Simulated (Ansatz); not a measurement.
# Tetragonal deformation path in BP

Method: Ansatz, DFT r2SCAN, scalar-relativistic, plane waves, PAW. Settings: plane waves to 500 eV, k-mesh 8×8×8 (Γ-centred), Gaussian smearing 0.05 eV. The mesh is coarse. No spin polarisation. Energies are free energies at this smearing, counted from the undisturbed cell; pressure is positive in compression.

Reference structure (as given, not relaxed at this level; it stands at -0.1 GPa):

```
B P
1.0
     0.00000    2.26900    2.26900
     2.26900    0.00000    2.26900
     2.26900    2.26900    0.00000
B P
1 1
Direct
  0.00000 0.00000 0.00000
  0.75000 0.75000 0.75000
```

At fixed volume and fractional coordinates, lengths along (0.000, 0.000, 1.000) are scaled against those across it; ρ is that ratio over its starting value.

```tsv
ρ	ΔE (meV/atom)
0.650	735.4
0.707	536.0
0.780	319.9
0.850	155.2
0.920	44.9
0.960	11.2
1.000	0.0
1.050	17.3
1.100	68.8
1.200	268.3
1.300	577.3
1.414	979.8
1.500	1262.0
```

(1) Predict the pressure (GPa) at each point.

Results:

(1)
```
    ρ  pressure (GPa)
0.650            -6.2
0.707            -4.4
0.780            -2.1
0.850            -0.7
0.920            -0.2
0.960            -0.2
1.000            -0.1
1.050            -0.2
1.100            -0.2
1.200            -0.2
1.300            -0.3
1.414            -1.4
1.500            -2.2
```

Cost: 13 runs of about 0.62 core-minutes in all, on Arm Neoverse V2 (shared hosts).